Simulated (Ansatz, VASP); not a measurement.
# One calculation of Ni, two programs

```
Ni
1.0
     2.04824    0.00000    0.00000
    -1.02412    1.77383    0.00000
     0.00000    0.00000    1.95805
Ni
1
Direct
  0.00000 0.00000 0.00000
```

Alike in both runs: functional PBE; k mesh 18 × 18 × 17; occupations fermi-dirac, width 0.1 eV; collinear spin.

Ansatz relaxed the structure, and its values are those at the end. VASP's run is a single point on that final structure, the one shown.

```csv
,VASP,Ansatz
version,VASP 6.6.1,Ansatz 0.2.0
potentials or method,"VASP PAW PBE potentials, release 64 (Ni)","PAW with Ansatz's default frozen-core files, scalar-relativistic"
plane-wave cutoff (eV),520,420
valence electrons in the cell,10,18
```

```tsv
	VASP	Ansatz	Ansatz less VASP
net moment per atom (μB)	0.00	0.00	0.000
```

The two sets of potentials don't hold the same shells in valence. Ansatz warned: «seeded_moment_not_kept».
